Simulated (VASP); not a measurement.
# CdO (Fm-3m) in VASP: further runs

Runs on CdO. Level: PBE. Tasks: relaxation of cell and atoms, single point.

Everything below comes from runs of VASP 6.6.1. Logs are shortened: lines on timing, memory, paths and dates and some standing lists are left out, and cuts for length are marked.

### 1 The crystal as given

The structure is cubic, space group Fm-3m (No. 225). Conventional cell: a = 4.699 Å, b = 4.699 Å, c = 4.699 Å, α = 90.00°, β = 90.00°, γ = 90.00°. Cd (site symmetry m-3m) is surrounded by 6 O at 2.35 Å. O (site symmetry m-3m) has 6 Cd at 2.35 Å as nearest neighbours.

### 2 Relaxation of cell and atoms, PBE

INCAR reads:

```
SYSTEM = CdO
ALGO = Fast
EDIFF = 1E-7
EDIFFG = -0.002
ENCUT = 700
GGA = PE
IBRION = 2
ISIF = 3
ISMEAR = 0
LASPH = .True.
LCHARG = .False.
LREAL = .False.
LWAVE = .False.
NELM = 100
NSW = 80
PREC = Accurate
SIGMA = 0.02
```

KPOINTS reads:

```
k-points
0
Gamma
  12 12 12
  0 0 0
```

POSCAR reads:

```
CdO
1.0
    0.0000000000      2.3495000000      2.3495000000
    2.3495000000      0.0000000000      2.3495000000
    2.3495000000      2.3495000000      0.0000000000
Cd O
1 1
Direct
    0.0000000000      0.0000000000      0.0000000000
    0.5000000000      0.5000000000      0.5000000000
```

Potentials or basis: VASP PAW PBE potentials, release 64 (Cd, O).

The run is started by

```console
> cat potpaw_PBE.64/Cd/POTCAR potpaw_PBE.64/O/POTCAR > POTCAR
> mpirun -np 1 vasp_std > vasp.out
```

OUTCAR:

```text
SYSTEM = CdO
   EDIFF = 1E-7
   EDIFFG = -0.002
   ENCUT = 700
   GGA = PE
   IBRION = 2
   ISIF = 3
   ISMEAR = 0
   LASPH = .True.
   LREAL = .False.
   NELM = 100
   NSW = 80
   PREC = Accurate

 ion  position               nearest neighbor table
   1  0.000  0.000  0.000-   2 2.35   2 2.35   2 2.35   2 2.35   2 2.35   2 2.35
   2  0.500  0.500  0.500-   1 2.35   1 2.35   1 2.35   1 2.35   1 2.35   1 2.35

  LATTYP: Found a face centered cubic cell.
 ALAT       =     4.6990000000

  Lattice vectors:

 A1 = (   0.0000000000,   2.3495000000,   2.3495000000)
 A2 = (   2.3495000000,   0.0000000000,   2.3495000000)
 A3 = (   2.3495000000,   2.3495000000,   0.0000000000)

Analysis of symmetry for initial positions (statically):
=====================================================================
 Subroutine PRICEL returns:
 Original cell was already a primitive cell.

 Routine SETGRP: Setting up the symmetry group for a
 face centered cubic supercell.

 Subroutine GETGRP returns: Found 48 space group operations
 (whereof 48 operations were pure point group operations)
 out of a pool of 48 trial point group operations.

The static configuration has the point symmetry O_h .

Analysis of symmetry for dynamics (positions and initial velocities):
=====================================================================
 Subroutine PRICEL returns:
 Original cell was already a primitive cell.

 Routine SETGRP: Setting up the symmetry group for a
 face centered cubic supercell.

 Subroutine GETGRP returns: Found 48 space group operations
 (whereof 48 operations were pure point group operations)
 out of a pool of 48 trial point group operations.

The dynamic configuration has the point symmetry O_h .

 Subroutine INISYM returns: Found 48 space group operations
 (whereof 48 operations are pure point group operations),
 and found     1 'primitive' translations

----------------------------------------------------------------------------------------

                                     Primitive cell

  volume of cell :      25.9392

  direct lattice vectors                    reciprocal lattice vectors
     0.000000000  2.349500000  2.349500000    -0.212811236  0.212811236  0.212811236
     2.349500000  0.000000000  2.349500000     0.212811236 -0.212811236  0.212811236
     2.349500000  2.349500000  0.000000000     0.212811236  0.212811236 -0.212811236

  length of vectors
     3.322694765  3.322694765  3.322694765     0.368599874  0.368599874  0.368599874

  position of ions in fractional coordinates (direct lattice)
     0.000000000  0.000000000  0.000000000
     0.500000000  0.500000000  0.500000000

  ion indices of the primitive-cell ions
   primitive index   ion index
                 1           1
                 2           2

----------------------------------------------------------------------------------------

 KPOINTS: k-points

Automatic generation of k-mesh.
 Grid dimensions read from file:
 generate k-points for:   12   12   12

 Generating k-lattice:

  Cartesian coordinates                     Fractional coordinates (reciprocal lattice)
    -0.017734270  0.017734270  0.017734270     0.083333333  0.000000000  0.000000000
     0.017734270 -0.017734270  0.017734270     0.000000000  0.083333333  0.000000000
     0.017734270  0.017734270 -0.017734270     0.000000000  0.000000000  0.083333333

  Length of vectors
     0.030716656  0.030716656  0.030716656

  Shift w.r.t. Gamma in fractional coordinates (k-lattice)
     0.000000000  0.000000000  0.000000000

 Subroutine IBZKPT returns following result:
 ===========================================

 Found     72 irreducible k-points:

 Following reciprocal coordinates:
            Coordinates               Weight
  0.000000  0.000000  0.000000      1.000000
  0.083333  0.000000  0.000000      8.000000
  0.166667  0.000000  0.000000      8.000000
  0.250000  0.000000  0.000000      8.000000
  0.333333  0.000000  0.000000      8.000000
  0.416667  0.000000  0.000000      8.000000
[... 16 lines left out ...]
  0.500000  0.166667  0.000000     24.000000
 -0.416667  0.166667  0.000000     24.000000
 [... further k-points ...]
   k-points           NKPTS =     72   k-points in BZ     NKDIM =     72   number of bands    NBANDS=     13
   number of dos      NEDOS =    301   number of ions     NIONS =      2
   total plane-waves  NPLWV =  27000
   dimension x,y,z NGX =    30 NGY =   30 NGZ =   30
   dimension x,y,z NGXF=    60 NGYF=   60 NGZF=   60
   ions per type =               1   1
   NGX,Y,Z   is equivalent  to a cutoff of  15.01, 15.01, 15.01 a.u.
   NGXF,Y,Z  is equivalent  to a cutoff of  30.02, 30.02, 30.02 a.u.
 SYSTEM =  CdO
   PREC   = accura    normal or accurate (medium, high low for compatibility)
   ISTART =      0    job   : 0-new  1-cont  2-samecut
   ICHARG =      2    charge: 1-file 2-atom 10-const
   ISPIN  =      1    spin polarized calculation?
   LNONCOLLINEAR =      F non collinear calculations
   LSORBIT =      F    spin-orbit coupling
   LASPH  =      T    aspherical Exc in radial PAW
   ENCUT  =  700.0 eV  51.45 Ry    7.17 a.u.   7.17  7.17  7.17*2*pi/ulx,y,z
   NELM   =    100;   NELMIN=  2; NELMDL= -5     # of ELM steps
   EDIFF  = 0.1E-06   stopping-criterion for ELM
   LREAL  =      F    real-space projection
   EDIFFG = -.2E-02   stopping-criterion for IOM
   NSW    =     80    number of steps for IOM
   IBRION =      2    ionic relax: 0-MD 1-quasi-New 2-CG
   NFREE  =      1    steps in history (QN), initial steepest desc. (CG)
   ISIF   =      3    stress and relaxation
   ISYM   =      2    0-nonsym 1-usesym 2-fastsym
   POTIM  = 0.5000    time-step for ionic-motion
   TEBEG  =    0.0;   TEEND  =   0.0 temperature during run
   PSTRESS=    0.0 pullay stress
   NELECT =      18.0000    total number of electrons
   NUPDOWN=      -1.0000    fix difference up-down
   EMIN   =  10.00;   EMAX   =-10.00  energy-range for DOS
   EFERMI =   0.00;   METHOD = LEGACY
   ISMEAR =     0;   SIGMA  =   0.02  broadening in eV -4-tet -1-fermi 0-gaus
   EFERMI_NEDOS =   21; number of points for ismear=-14 and -15
   IALGO  =     68    algorithm
   IMIX   =      4    mixing-type and parameters
     AMIX     =   0.40;   BMIX     =  1.00
     AMIX_MAG =   1.60;   BMIX_MAG =  1.00
  volume/ion in A,a.u.               =      12.97        87.52
  Fermi-wavevector in a.u.,A,eV,Ry     =   1.449373  2.738918 28.581522  2.100683
  Thomas-Fermi vector in A             =   2.567107
   LORBIT       =      0    0 simple, 1 ext, 2 COOP (PROOUT), +10 PAW based schemes
   GGA     = PE    functional components
   LHFCALC =     F    Hartree Fock is set to
   AEXX    =    0.0000 exact exchange contribution
   IVDW    =     0    specifies the selected vdW correction
   LEPSILON=     F    determine dielectric tensor
   LRPA    =     F    only Hartree local field effects (RPA)
 conjugate gradient relaxation of ions
 non-spin polarized calculation
 RMM-DIIS sequential band-by-band and
 Gauss-broadening in eV      SIGMA  =   0.02
  energy-cutoff  :      700.00
  volume of cell :       25.94
 maximum number of plane-waves:      1113
 NGX is ok and might be reduce to    30
   NGX = 15   NGY = 15   NGZ = 15

--------------------------------------- Ionic step        1  -------------------------------------------

 number of electron      17.9999999 magnetization

 Free energy of the ion-electron system (eV)
  ---------------------------------------------------
  ext. energy  EPLUGINS =         0.00000000
  ---------------------------------------------------
  free energy    TOTEN  =        -7.70033049 eV

  energy without entropy =       -7.70030271  energy(sigma->0) =       -7.70031660

------------------------ aborting loop because EDIFF is reached ----------------------------------------

  FORCE on cell =-STRESS in cart. coord.  units (eV):
  Direction    XX          YY          ZZ          XY          YZ          ZX
  --------------------------------------------------------------------------------------
  -------------------------------------------------------------------------------------
  Total        1.1983944      1.1983944      1.1983944      0.0000000      0.0000000      0.0000000
  in kB       74.0208420     74.0208420     74.0208420      0.0000000      0.0000000      0.0000000
  external PRESSURE =      74.0208420 kB  Pullay stress =       0.0000000 kB
[... 57 lines left out ...]
  energy  without entropy=       -7.7178005338  energy(sigma->0) =       -7.71781490

--------------------------------------- Ionic step        3  -------------------------------------------

 number of electron      18.0000001 magnetization

 Free energy of the ion-electron system (eV)
  ---------------------------------------------------
  ext. energy  EPLUGINS =         0.00000000
  ---------------------------------------------------
  free energy    TOTEN  =        -7.73020372 eV

  energy without entropy =       -7.73017543  energy(sigma->0) =       -7.73018958

 E-fermi :   1.5832     XC(G=0): -11.4116

 val. band max:        1.5665432108   @ k =   0.5000   0.0000   0.0000
 cond. band min:       1.8872072479   @ k =   0.0833   0.0000   0.0000
 fundamental gap:      0.3206640371
 Fermi energy:         1.5831572508

 k-point     1 :       0.0000    0.0000    0.0000
  band No.  band energies     occupation
      1     -15.4350      2.00000
      2      -5.0557      2.00000
      3      -5.0557      2.00000
      4      -5.0557      2.00000
      5      -4.7816      2.00000
      6      -4.7816      2.00000
      7       0.4238      2.00000
      8       0.4238      2.00000
      9       0.4238      2.00000
     10       1.0455      2.00000
     11      16.4767      0.00000
     12      18.2481      0.00000
     13      18.2481      0.00000
[... 353 lines left out ...]
 k-point    24 :      -0.4167    0.1667    0.0000
  band No.  band energies     occupation
      1     -14.7503      2.00000
      2      -5.6339      2.00000
      3      -5.4237      2.00000
      4      -5.3362      2.00000
      5      -4.5898      2.00000
      6      -4.5671      2.00000
      7      -1.9883      2.00000
      8       0.4592      2.00000
      9       1.3392      2.00000
     10       7.1517      0.00000
     11       8.2230      0.00000
     12      11.6759      0.00000
     13      13.5936      0.00000

 [... further k-points ...]
[... 5 lines left out ...]
  --------------------------------------------------------------------------------------
  -------------------------------------------------------------------------------------
  Total       -0.0014670     -0.0014670     -0.0014670      0.0000000      0.0000000      0.0000000
  in kB       -0.0860883     -0.0860883     -0.0860883      0.0000000      0.0000000      0.0000000
  external PRESSURE =      -0.0860883 kB  Pullay stress =       0.0000000 kB
[... 17 lines left out ...]
  FREE ENERGIE OF THE ION-ELECTRON SYSTEM (eV)
  ---------------------------------------------------
  free  energy   TOTEN  =        -7.7302037241 eV

  energy  without entropy=       -7.7301754284  energy(sigma->0) =       -7.73018958

 reached required accuracy - stopping structural energy minimisation
```

Run time: 2.8 min. Hardware: 1 thread of AMD EPYC 7R43 (Zen 3), shared host; peak memory 0.17 GiB.

What came out:

| Item | Value |
| --- | --- |
| Free energy | -7.7302 eV |
| Relaxed volume | 13.65 Å³/atom |
| Relaxed cell | a = 3.380 Å, b = 3.380 Å, c = 3.380 Å, α = 60.00°, β = 60.00°, γ = 60.00° |
| Space group after relaxing (to 0.05 Å) | Fm-3m (No. 225) |
| Energy gained by relaxing | 14.9 meV/atom |
| Ionic steps | 3 |
| Pressure after relaxing | 0.0 GPa |
| Band gap on the k mesh | none (metal or under the smearing width) |

The path:
```tsv
step	energy change (eV)	largest force (eV/Å)	pressure (GPa)	volume (Å³)
1	0.0000	0.0000	7.40	25.94
2	-0.0175	0.0000	-4.03	28.25
3	-0.0299	0.0000	-0.01	27.30
```

Final structure:
```yaml
crystal:
  lattice:
    - [0.00000, 2.38997, 2.38997]
    - [2.38997, 0.00000, 2.38997]
    - [2.38997, 2.38997, 0.00000]
  atoms:
    - { symbol: Cd, position: [0.00000, 0.00000, 0.00000] }
    - { symbol: O, position: [0.50000, 0.50000, 0.50000] }
```

Caveat: this crystal is a semiconductor, whose small gap the functional closes, so the metal is an error of the method. PBE usually gives volumes a little too large and moduli too small.

### 3 Relaxation of cell and atoms, PBE

This run uses another cell than the first one, of 13.65 Å³/atom, 1.053 times its volume.

INCAR is that of step 2.

KPOINTS is that of step 2.

POSCAR reads:

```
CdO                                     
1.0
    0.0000000000      2.3899715925      2.3899715925
    2.3899715925     -0.0000000000      2.3899715925
    2.3899715925      2.3899715925     -0.0000000000
  Cd              O             
     1     1
Direct
     0.0000000000000000    0.0000000000000000    0.0000000000000000
     0.5000000000000000    0.5000000000000000    0.5000000000000000
```

Potentials or basis: VASP PAW PBE potentials, release 64 (Cd, O).

The run is started by

```console
> cat potpaw_PBE.64/Cd/POTCAR potpaw_PBE.64/O/POTCAR > POTCAR
> mpirun -np 1 vasp_std > vasp.out
```

It took 98 s on 1 thread of AMD EPYC 7R43 (Zen 3), shared host; peak memory 0.16 GiB.

It converged, with:

| Item | Value |
| --- | --- |
| Free energy | -7.7328 eV |
| Relaxed volume | 13.66 Å³/atom |
| Relaxed cell | a = 3.380 Å, b = 3.380 Å, c = 3.380 Å, α = 60.00°, β = 60.00°, γ = 60.00° |
| Space group after relaxing (to 0.05 Å) | Fm-3m (No. 225) |
| Energy gained by relaxing | 0.0 meV/atom |
| Ionic steps | 3 |
| Pressure after relaxing | 0.0 GPa |
| Band gap on the k mesh | none (metal or under the smearing width) |

Final structure:
```yaml
crystal:
  lattice:
    - [0.00000, 2.39018, 2.39018]
    - [2.39018, 0.00000, 2.39018]
    - [2.39018, 2.39018, 0.00000]
  atoms:
    - { symbol: Cd, position: [0.00000, 0.00000, 0.00000] }
    - { symbol: O, position: [0.50000, 0.50000, 0.50000] }
```

Levels at points of the mesh, in eV from the Fermi level:
```
           k point  band 6  band 7  band 8  band 9  band 10  band 11  band 12  band 13
(0.00, 0.00, 0.00)   -6.36   -1.16   -1.16   -1.16    -0.54    14.89    16.66    16.66
(0.50, 0.00, 0.00)   -6.15   -3.70   -0.02   -0.02     4.40     6.94    11.68    11.68
(0.50, 0.50, 0.00)   -5.78   -3.98   -2.08   -2.08     3.66     8.32    11.02    12.91
```

Caveat: this crystal is a semiconductor, whose small gap the functional closes, so the metal is an error of the method.

### 4 Single point, PBE

This run uses another cell than the first one, of 13.66 Å³/atom, 1.053 times its volume.

INCAR reads:

```
SYSTEM = CdO
PREC = Accurate ; ENCUT = 700
EDIFF = 1E-7 ; ISMEAR = 0
SIGMA = 0.02 ; LREAL = .False.
LASPH = .True. ; NELM = 100
ALGO = Fast ; ISIF = 2
LWAVE = .False. ; LCHARG = .False.
GGA = PE ; NBANDS = 16
```

KPOINTS reads:

```
Automatic mesh
0
Gamma
  12 12 12
  0 0 0
```

POSCAR reads:

```
CdO                                     
1.0
   -0.0000000000      2.3901839524      2.3901839524
    2.3901839524      0.0000000000      2.3901839524
    2.3901839524      2.3901839524     -0.0000000000
  Cd              O             
     1     1
Direct
     0.0000000000000000    0.0000000000000000    0.0000000000000000
     0.5000000000000000    0.5000000000000000    0.5000000000000000
```

The run is started by

```console
> cat potpaw_PBE.64/Cd/POTCAR potpaw_PBE.64/O/POTCAR > POTCAR
> mpirun -np 1 vasp_std > vasp.out
```

Run time: 83 s. Hardware: 1 thread of AMD EPYC 7R43 (Zen 3), shared host; peak memory 0.16 GiB.

The run converged. Its results:

| Quantity | Value |
| --- | --- |
| Free energy | -7.7328 eV |
| Pressure | 0.0 GPa |
| Band gap on the k mesh | none (metal or under the smearing width) |

Levels at points of the mesh, in eV from the Fermi level:
```csv
k point,band 5,band 6,band 7,band 8,band 9,band 10,band 11,band 12,band 13,band 14
"(0.00, 0.00, 0.00)",-6.36,-6.36,-1.16,-1.16,-1.16,-0.54,14.89,16.66,16.66,16.66
"(0.50, 0.00, 0.00)",-6.15,-6.15,-3.70,-0.02,-0.02,4.40,6.94,11.68,11.68,17.22
"(0.50, 0.50, 0.00)",-6.03,-5.78,-3.98,-2.08,-2.08,3.66,8.32,11.02,12.91,12.91
```

Caveat: this crystal is a semiconductor, whose small gap the functional closes, so the metal is an error of the method.

### 5 Single point, PBE (a relaxed cell with its volume scaled by 0.97)

INCAR is that of step 4.

KPOINTS is that of step 4.

POSCAR reads:

```
CdO                                     
1.0
   -0.0000000000      2.3660390294      2.3660390294
    2.3660390294      0.0000000000      2.3660390294
    2.3660390294      2.3660390294     -0.0000000000
  Cd              O             
     1     1
Direct
     0.0000000000000000    0.0000000000000000    0.0000000000000000
     0.5000000000000000    0.5000000000000000    0.5000000000000000
```

The run is started by

```console
> cat potpaw_PBE.64/Cd/POTCAR potpaw_PBE.64/O/POTCAR > POTCAR
> mpirun -np 1 vasp_std > vasp.out
```

It took 87 s on 1 thread of AMD EPYC 7R43 (Zen 3), shared host; peak memory 0.17 GiB.

The run converged. Its results:

- Free energy: -7.7211 eV
- Pressure: 4.2 GPa
- Band gap on the k mesh: none (metal or under the smearing width)

Levels at points of the mesh, in eV from the Fermi level:
```csv
k point,band 5,band 6,band 7,band 8,band 9,band 10,band 11,band 12,band 13,band 14
"(0.00, 0.00, 0.00)",-6.39,-6.39,-1.27,-1.27,-1.27,-0.48,14.95,16.87,16.87,16.87
"(0.50, 0.00, 0.00)",-6.16,-6.16,-3.77,-0.02,-0.02,4.42,7.15,11.84,11.84,17.53
"(0.50, 0.50, 0.00)",-6.03,-5.74,-4.19,-2.22,-2.22,3.79,8.45,11.13,13.17,13.17
```

### 6 Summary

| task | cell | gap on the mesh (eV) | pressure (GPa) |
| --- | --- | --- | --- |
| relaxation of cell and atoms | relaxed | none | 0.0 |
| single point | Fm-3m, 13.66 Å³/atom | none | 0.0 |
| single point | a relaxed cell with its volume scaled by 0.97 | none | 4.2 |

Alike in all rows: level PBE; potentials or basis VASP PAW PBE potentials, release 64 (Cd, O); no spin polarisation; k mesh 12 × 12 × 12; cutoff (eV) 700; smearing gaussian 0.02 eV.

Caveats: this crystal is a semiconductor, whose small gap the functional closes, so the metal is an error of the method (some runs).

Total energies depend on the potentials used, so only differences within one code and one set of settings carry meaning.
